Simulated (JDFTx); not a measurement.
The system is TePb.

```
Pb Te
1.0
     0.00000    3.23100    3.23100
     3.23100    0.00000    3.23100
     3.23100    3.23100    0.00000
Pb Te
1 1
Cartesian
  0.0000 0.0000 0.0000
  3.2310 3.2310 3.2310
```

Base run:

- Program: JDFTx 1.7.0 (patched build)
- Functional: PBEsol
- Potentials or basis: PseudoDojo-SR-PBEsol-0.4.1-standard
- Cutoff: 1088 eV
- Density cutoff: 8708 eV
- k mesh: 7 × 7 × 7
- Occupations: fermi-dirac, width 0.05 eV
- Spin: no spin polarisation

Its results: pressure -0.4 GPa.

Q: The run is repeated on the same cell with these changes: functional from PBEsol to LDA; potentials or basis from PseudoDojo-SR-PBEsol-0.4.1-standard to PseudoDojo-SR-LDA-0.4.1-standard. What comes out?

A: Pressure -1.7 GPa.

Not every run made on this cell is shown here.
